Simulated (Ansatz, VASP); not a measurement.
**Cross-check of Al2O3 (Al2O3 (R-3c)) between VASP and Ansatz**

One calculation is typed for both programs; each brings its own data sets. How far apart do they land? The cell is taken from a series of runs on this material, whose earlier steps may have relaxed, scaled, displaced or heated it; both programs get it as it stands.

Method: plane waves, with VASP 6.6.1 beside it; single point at HSE06 form with 10 % exact exchange with an exact-exchange share of 0.1, in Ansatz 0.2.0.

## Step 1: The starting structure

Symmetry: R-3c, No. 167, trigonal system. The conventional cell has a = 4.773 Å, b = 4.773 Å, c = 13.013 Å, α = 90.00°, β = 90.00°, γ = 120.00°. Nearest to Al lie 6 O at 1.86 to 1.97 Å. O has 4 Al at 1.86 to 1.97 Å nearest. Farther neighbours and most contacts between anions are not listed.

## Step 2: Ansatz: single point, HSE06 form with 10 % exact exchange with an exact-exchange share of 0.1

Ansatz runs on its PAW soft_1 files.

With cell and atoms fixed, the geometry can't cause a difference; cores, projectors, grids and the points listed under the comparison can.

File input.yaml:

```yaml
crystal:
  lattice:
    - [2.386652720568, 1.377934589016, 4.33762225]
    - [-2.386652723302, 1.37793459125, 4.337622250794]
    - [5.683353883267e-10, -2.755869186516, 4.337622249206]
  atoms:
    - { symbol: Al, position: [0.647953, 0.647953, 0.647953] }
    - { symbol: Al, position: [0.852047, 0.852047, 0.852047] }
    - { symbol: Al, position: [0.147953, 0.147953, 0.147953] }
    - { symbol: Al, position: [0.352047, 0.352047, 0.352047] }
    - { symbol: O, position: [0.444168, 0.055832, 0.75] }
    - { symbol: O, position: [0.944168, 0.25, 0.555832] }
    - { symbol: O, position: [0.055832, 0.75, 0.444168] }
    - { symbol: O, position: [0.75, 0.444168, 0.055832] }
    - { symbol: O, position: [0.25, 0.555832, 0.944168] }
    - { symbol: O, position: [0.555832, 0.944168, 0.25] }
basis:
  ecutwfc: 420.0
  ecutrho_ratio: 4
  xc_grid: 2
  fft_grid_basis: typed
  precision: f64
kpoints:
  mp_grid: { grid: [2, 2, 2], shift: [0.25, 0.25, 0.25] }
  band_path: { path: [VBM, CBM], npoints: 1 }
hamiltonian:
  xc: { preset: hse06, exx: 0.1 }
  pseudopotentials:
    kind: paw
    azcp: { folder: soft_1, O: "soft_1/O.paw.azcp", Al: "soft_1/Al.paw.azcp" }
scf:
  max_iter: 100
  occupations: { method: fixed }
output:
  forces: true
checkpoint:
  write: "../host.a10.run"
  compress: false
  write_wavefunctions: true
  write_every: 100000
```

On the command line:

```bash
$ ansatz run input.yaml --threads 32 --pin off --max-ram 84787MiB --backend cuda --events-out ev --progress --plain --runs-dir out --max-vram 78GiB
```

Numbers of over 12 decimals in the logs are rounded to 6 here.

Log:

```text
Warning: kpoints.mp_grid.shift: disabling space-group detection — at a shift other than 0 and half a step a hybrid functional's run that is held to the crystal's symmetry can end above its lowest state, and by default nothing tells of it, so the full k-mesh is solved, and no spatial operation symmetrises the density, except that the density of a phonon batch's undisplaced supercell is averaged over the supercell's ow
exact exchange: scf.exx.singularity resolves to wigner_seitz, which cuts the screened interaction at the faces of the exchange supercell's Wigner-Seitz cell, so that each pair interacts once, at the shortest of its separations (the periodic images that this leaves out come, for a point-like exchange hole, to about 0.007 eV on a filled level). The cut falls within the interaction's reach, and what an exchange supercel
Engine: ansatz 0.2.0, aarch64-unknown-linux-gnu
Pseudopotentials: kind: paw
Pseudopotential: Al, paw, valence charge 3, recommended cutoff 420 eV (normal), soft_1/Al.paw.azcp
Pseudopotential: O, paw, valence charge 6, recommended cutoff 420 eV (normal), soft_1/O.paw.azcp
Functional definition: unnamed
  parameter a_1 = 0.1
  parameter omega_1 = 0.207870/angstrom
  exchange = pbe_x + (-a_1)*pbe_x_sr(omega_1) + a_1*exact_x_sr(omega_1)
  correlation = pbe_c
davidson cushion auto → on  (no smearing: the cushion is to keep the highest requested band from converging to the state above it; pin scf.eigensolver.cushion to override)
[...]
Crystal: 10 atoms, lattice volume = 85.590 Å³
Basis set: ecut = 420 eV, 1653 PW (Γ), exchange–correlation on 72×72×72 points (8 copies of the dense FFT grid, shifted against one another)
Bands: 34, of which v1, the nominal top of the filled ones, is band 24 counted from 1 (23 counted from 0)
Symmetry: 1 space group operations
k-points: 8
Non-local potential: Al, projectors of the file, l = 0: 2, l = 1: 2, l = 2: 1
Non-local potential: O, projectors of the file, l = 0: 2, l = 1: 2, l = 2: 1
PAW form: soft (Blöchl's): semilocal exchange-correlation on the pseudo side does not see the compensation charge
PAW frozen core: Al, regenerated for the run's functional, and the local potential with it (the file was generated under x = pbe(κ = 0.804, μ = 0.219515), c = pbe(β = 0.066725))
PAW frozen core: O, regenerated for the run's functional, and the local potential with it (the file was generated under x = pbe(κ = 0.804, μ = 0.219515), c = pbe(β = 0.066725))
PAW one-centre angular grid: Al, 110 points (default); XC on 64 Gauss nodes
PAW one-centre angular grid: O, 110 points (default); XC on 96 Gauss nodes
Initial density: superposition of atomic densities (chi_scale 0.1, normalization cell, long waves kept (reshape's long-wave potential 0.00 eV rms))
Initial wavefunctions: pseudopotential atomic-orbital guess
[...]
Functional: x = pbe(κ = 0.804, μ = 0.219515), c = pbe(β = 0.066725), warm-up for x = pbe(κ = 0.804, μ = 0.219515) + 0.1 (exact − pbe) at short range (hse, ω = 0.207870 Å⁻¹), c = pbe(β = 0.066725)
SCF iter   1: F=—  HF=-5573.233406 eV  |Δ(HF+E_count)|=         —  Δρ=1.31e-1  dr2=1.37e1  Hψ=995
preconditioner: auto → none  [insulator: Δε(μ)=7.451 eV  Ē_g=18.413 eV  n_scr=20 (ndim 8)  ℏωp=27.8 eV  f_vac=0.000]
SCF iter   2: F=—  HF=-5569.987472 eV  |Δ(HF+E_count)|=    3.25e0  Δρ=6.83e-2  dr2=1.64e0  Hψ=765
[...]
SCF iter   4: F=-5569.589163 eV  HF=-5569.590581 eV  |Δ(HF+E_count)|=   2.19e-2  Δρ=1.89e-3  dr2=2.72e-3  Hψ=1524
SCF 1 stopped early in 4 iterations: F = -5569.589163 eV  dr2 = 2.72e-3
  greatest PAW one-centre occupation: 0.858 electrons in one spin orbital (limit 2), on the O atom at site 4 (counted from 0), in its partial waves of l = 0
[...]
Exchange kernel: α = 0.1000, screened, ω = 0.2079 Å⁻¹, Wigner–Seitz truncation, v(0) = 850.7593 eV·Å³, q-mesh 2×2×2, nearest image of the exchange supercell L = 9.55 Å, pair-density grid 20×20×20, without the augmentation charges, whose exchange is taken in its separable form by FFT convolution over the k-point mesh (sized by the pseudopotential files, 27×27×32 at the most), smooth part of the exact exchange by densi
Frozen-core exchange: fock
SCF iter   1: F=—  HF=-5570.110290 eV  |Δ(HF+E_count)|=         —  Δρ=4.08e-3  dr2=1.34e-2  Hψ=1014
preconditioner: auto → none  [insulator: Δε(μ)=7.238 eV  Ē_g=18.555 eV  n_scr=20 (ndim 8)  ℏωp=27.8 eV  f_vac=0.000]
SCF iter   2: F=—  HF=-5570.107374 eV  |Δ(HF+E_count)|=   2.92e-3  Δρ=9.86e-4  dr2=4.55e-4  Hψ=606
[...]
SCF iter   6: F=-5570.108490 eV  HF=-5570.108490 eV  |Δ(HF+E_count)|=   2.92e-7  Δρ=1.11e-5  dr2=2.25e-7  Hψ=640
SCF 2 stopped early in 6 iterations: F = -5570.108490 eV  dr2 = 2.25e-7
  Residual-converged pass: ⟨swp⟩=3.0  Hψ=692  notcnv=0  max |occ|·‖R‖ = 5.0e-6 eV (tolerance 6.7e-6 eV)  dr2=2.19e-7  dr2_onsite=1.14e-8  max |Δocc| = 0.0e0
  greatest PAW one-centre occupation: 0.859 electrons in one spin orbital (limit 2), on the O atom at site 6 (counted from 0), in its partial waves of l = 0
hybrid outer 1: dexx = +1.051e-3 eV, tail = 1.24e-6 eV
[...]
Exchange kernel: α = 0.1000, screened, ω = 0.2079 Å⁻¹, Wigner–Seitz truncation, v(0) = 850.7593 eV·Å³, q-mesh 2×2×2, nearest image of the exchange supercell L = 9.55 Å, pair-density grid 20×20×20, without the augmentation charges, whose exchange is taken in its separable form by FFT convolution over the k-point mesh (sized by the pseudopotential files, 27×27×32 at the most), smooth part of the exact exchange by densi
Frozen-core exchange: fock
SCF iter   1: F=—  HF=-5570.108504 eV  |Δ(HF+E_count)|=         —  Δρ=2.34e-5  dr2=2.65e-7  Hψ=690
[...]
SCF iter   2: F=-5570.108504 eV  HF=-5570.108504 eV  |Δ(HF+E_count)|=   5.70e-8  Δρ=2.94e-6  dr2=3.37e-9  Hψ=834
SCF 3 converged in 2 iterations: F = -5570.108504 eV  dr2 = 3.37e-9
  Residual-converged pass: ⟨swp⟩=3.1  Hψ=713  notcnv=0  max |occ|·‖R‖ = 5.8e-7 eV (tolerance 9.9e-7 eV)  dr2=3.41e-9  dr2_onsite=6.54e-10  max |Δocc| = 0.0e0
hybrid outer 2: dexx = +9.957e-9 eV, tail = 8.07e-9 eV, Δε = 1.18e-4 eV (about 1.14e-5 eV left of the loop's levels), ΔF = 6.09e-4 eV/Å (tail 1.41e-4)
[...]
NSCF: frozen V_eff on 216 k-points, pencils in batches of 32, up to order 152
[...]
NSCF: frozen V_eff on 216 k-points, pencils in batches of 32, up to order 152
[...]
NSCF: frozen V_eff on 216 k-points, pencils in batches of 32, up to order 152
[...]
NSCF: frozen V_eff on 138 k-points, pencils in batches of 32, up to order 152
[...]
NSCF: frozen V_eff on 20 k-points, pencils in batches of 32, up to order 152
[...]
NSCF: frozen V_eff on 14 k-points
[...]
NSCF: frozen V_eff on 14 k-points
[...]
NSCF: frozen V_eff on 14 k-points
[...]
NSCF: frozen V_eff on 2 k-points
hybrid SCF converged: 2 outer / 8 inner (+4 warm-up), last move |dexx| = 9.96e-9 eV, tail = 8.07e-9 eV
Stability not checked: this state was not tested for a lower state beside it, because the functional holds exact exchange (a hybrid, or Hartree-Fock), whose exchange loop this test does not read (fock_operator; see scf.lower_state_search)
Free energy (F): -5570.108504 eV
Frozen-core exchange: fock
Harris-Foulkes:  -5570.108504 eV  (|F-HF|=1.29e-9)
Internal energy: -5570.108504 eV  (E = F + TS)
E sigma→0 (E₀):  -5570.108504 eV
Fermi energy:    7.060614 eV
--- Per-component energies (eV) ---
  E_band       = 27.750001
  E_kinetic    = 1143.990932
  E_local      = -1970.640844  (includes V_loc(G=0)·N_el)
  E_nonlocal   = 347.490979
  E_hartree    = 751.444199
  E_xc         = -546.477933
  E_vxc        = -626.644615  (∫ρ·V_xc dr)
  E_exx        = -54.377534  (= α·E_x^exact, valence–valence)
  E_paw        = -2849.869892  (= ΣΔE_a)
  E_vpaw       = -260.583237  (= ΣTr[D̂ρ^β])
  E_aug_tail   = 0.004743  (compensation charges beyond the density's cutoff)
  E_ewald      = -2391.536361
  E_core_change = -0.136793  (= ΣΔE_core)
  E_smearing   = -0.000000  (= −TS)
  E_closure    = -0.000000  (closes the sum)
  Σ components = -5570.108504   (vs F -5570.108504, Δ=0.00e0)
--- Forces (eV/Å), atoms counted from 1 ---
  atom   1  Al     0.00000286     0.00000362    -0.00164488
  atom   2  Al    -0.00000079     0.00000143     0.00164586
  atom   3  Al     0.00000324     0.00000055    -0.00165809
  atom   4  Al    -0.00000673    -0.00000337     0.00165624
  atom   5  O     -0.04914965    -0.00000740     0.00000267
  atom   6  O     -0.02458141    -0.04254979    -0.00000045
  [... 4 more lines of this table ...]
  max |Σ_I F_I| component: 2.61e-5 eV/Å
--- Band table (eV; the first three rows and the last of 8) ---
  k-point 0: bands = ["-12.6355", "-10.4822", "-10.0752", "-10.0752", "-9.7795", "-9.7795", "0.3092", "1.0909", "1.5336", "1.5336", "2.4330", "2.8335", "2.8335", "3.8527", "4.2165", "5.2806", "5.2806"
  k-point 1: bands = ["-11.6454", "-11.3625", "-10.2490", "-10.1751", "-9.9675", "-9.8530", "0.4643", "0.8724", "1.7169", "1.9439", "3.0439", "3.4078", "3.6458", "4.1968", "4.7748", "4.9707", "5.1934"
  k-point 2: bands = ["-11.6454", "-11.3625", "-10.2490", "-10.1751", "-9.9675", "-9.8530", "0.4643", "0.8724", "1.7169", "1.9439", "3.0439", "3.4078", "3.6458", "4.1968", "4.7748", "4.9707", "5.1934"
  k-point 7: bands = ["-12.1115", "-11.2408", "-10.0024", "-10.0024", "-9.8795", "-9.8795", "1.2001", "1.7075", "1.9089", "2.0990", "2.0990", "3.0810", "3.0810", "3.9188", "4.4635", "4.6248", "4.6248"
  guard bands above this table: 4 of the run's 34 bands. The solve was not asked for them (output.publish_guard_bands: true or output.eigenvalues: true publishes all)
```

The column dr2 measures how far the density is from self-consistency, as an energy; F and HF (Harris–Foulkes) agree once it is small.

[end of part 1 of 2]

[Lines on the potential files, build, host, timing and source positions are cut from VASP's logs without a mark.]

[Logs are printed without paths, hosts, clocks, repeated set-up lines and the standing remarks that a program may print on its own settings, such as how far it seeks lower states.]

[Hosts, paths, dates, database ids (printed as entryN), source tags and the programs' standing remarks are cut or masked in the printed files.]
